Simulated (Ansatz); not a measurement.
**Se (sc type): how the settings move a single-point run**

Question: which choices in the input matter for Se (sc type)?

Program: Ansatz 0.2.0. Level of theory: reference: DFT, PBE, PAW with Ansatz's default frozen-core files, scalar-relativistic. These are calculated values, not measurements.

**1. The structure to begin with**

Symmetry: Pm-3m, No. 221, cubic system. The conventional cell has a = 2.386 Å, b = 2.386 Å, c = 2.386 Å, α = 90.00°, β = 90.00°, γ = 90.00°. Se (site symmetry m-3m) has 6 Se at 2.39 Å as nearest neighbours.

As a file:

```
CELL_PARAMETERS angstrom
2.38611 0.00000 0.00000
0.00000 2.38611 0.00000
0.00000 0.00000 2.38611
ATOMIC_POSITIONS crystal
Se 0.00000 0.00000 0.00000
```

**2. The reference run**

The input, input.yaml:

```yaml
crystal:
  lattice:
    - [2.3861122692, 0.0, 0.0]
    - [0.0, 2.3861122692, 0.0]
    - [0.0, 0.0, 2.3861122692]
  atoms:
    - { symbol: Se, position: [0.0, 0.0, 0.0] }
kpoints:
  mp_grid: { grid: [15, 15, 15] }
scf:
  occupations: { method: fermi_dirac, width: 0.08 }
hamiltonian:
  xc: pbe
  pseudopotentials: { kind: paw }
output:
  forces: true
  stress: true
  eigenvalues: true
basis:
  ecutwfc: 1000
```

Run with:

```bash
> ansatz run input.yaml --threads 1 --pin off --max-ram 2048MiB --backend cpu --events-out ev --progress --plain --runs-dir out
```

**3. Changed: ecutwfc 800 eV**

input.yaml: that of step 2 with these lines changed.

```diff
@@ -19,2 +19,2 @@
 basis:
-  ecutwfc: 1000
+  ecutwfc: "800 eV"
```

Q: Predict the outcome of this session. Wanted: for each run, ending; energy change; pressure; gap; force.

**Answer**, as computed:

| run | ending | energy change | pressure (GPa) | gap (eV) | force (eV/Å) | cycles | time |
| --- | --- | --- | --- | --- | --- | --- | --- |
| reference | converged | 0 | 105.8 | 0.00 | 0.00 | 6 | 1.8 s |
| 1: ecutwfc 800 eV | converged | 0.0 meV/atom | 105.8 | 0.00 | 0.00 | 6 | 1.3 s |

Residual by cycle in the longest SCF loop of each run; runs are numbered as in the table. The quantity is the density residual dr2, in eV.

```csv
cycle,reference,run 1
1,5.2e-4,5.2e-4
2,1.5e-4,1.5e-4
3,8.2e-6,7.8e-6
4,3.5e-7,3.3e-7
5,4.4e-8,3.9e-8
6,5.4e-9,4.1e-9
```

**Reading.** Changing the cutoff hardly moves the energy: 0.0 meV/atom. Semilocal functionals close small gaps, so the missing gap need not be the real solid's. The structure is not at rest: the sound run finds 106 GPa, so these are no properties of the relaxed crystal. 
